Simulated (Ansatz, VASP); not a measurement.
## PbSe: VASP beside Ansatz

Contents of INCAR:

```
SYSTEM = PbSe
PREC     = Accurate       ! precision mode
ENCUT    = 520            ! plane-wave cutoff, eV
EDIFF    = 1E-6           ! SCF threshold, eV
ISMEAR   = -1             ! smearing method
SIGMA    = 0.05           ! smearing width, eV
LREAL    = .FALSE.        ! projectors in reciprocal space
LASPH    = .TRUE.         ! aspherical terms in the spheres
NELM     = 100            ! most SCF steps
ALGO     = Normal         ! electronic algorithm
ISIF     = 2              ! what is computed and relaxed
LWAVE    = .FALSE.        ! write WAVECAR
LCHARG   = .FALSE.        ! write CHGCAR
NBANDS   = 17             ! bands
```

Contents of KPOINTS:

```
Automatic mesh
0
G
  7 7 7
  0 0 0
```

The input POSCAR:

```
PbSe
1.0
    3.8093844655      0.0000000000      0.0000000000
    0.0000000000      3.8093844655      0.0000000000
    0.0000000000      0.0000000000      3.8093844655
Pb Se
1 1
Direct
    0.0000000000      0.0000000000      0.0000000000
    0.5000000000      0.5000000000      0.5000000000
```

Contents of input.yaml:

```yaml
crystal:
  lattice:
    - [3.8093844655, 0.0, 0.0]
    - [0.0, 3.8093844655, 0.0]
    - [0.0, 0.0, 3.8093844655]
  atoms:
    - { symbol: Pb, position: [0.0, 0.0, 0.0] }
    - { symbol: Se, position: [0.5, 0.5, 0.5] }
hamiltonian:
  xc: lda
  pseudopotentials: { kind: paw }
kpoints:
  mp_grid: { grid: [7, 7, 7] }
scf:
  occupations: { method: fermi_dirac, width: 0.05 }
output:
  forces: true
  stress: true
  eigenvalues: true
```

Measurements of this composition are mostly on another form, of space group No. 225.

Alike in both runs: task single point; functional LDA; k mesh 7 × 7 × 7; occupations fermi-dirac, width 0.05 eV; no spin polarisation.

|  | VASP | Ansatz |
| --- | --- | --- |
| version | VASP 6.6.1 | Ansatz 0.2.0 |
| potentials or method | VASP PAW LDA potentials, release 64 (Pb_d, Se) | Ansatz PAW |
| plane-wave cutoff (eV) | 520 | 420 |
| valence electrons in the cell | 20 | 30 |

Ansatz gave:

| Property | Result |
| --- | --- |
| gap on the k mesh at the Fermi level (eV) | none |
| pressure (GPa) | -5.6 |

What did VASP give for the same quantities?

gap on the k mesh at the Fermi level (eV): none; pressure (GPa): -5.5.

A gap of «none» marks a metal or a gap that the smearing closes. The two sets of potentials don't hold the same shells in valence.

Caveats: the PAW data sets come from PBE, with cores solved anew for the run's functional, which leaves a small shift of forces and pressure (Ansatz). The runs have no spin-orbit coupling, so splittings on Pb are missing.
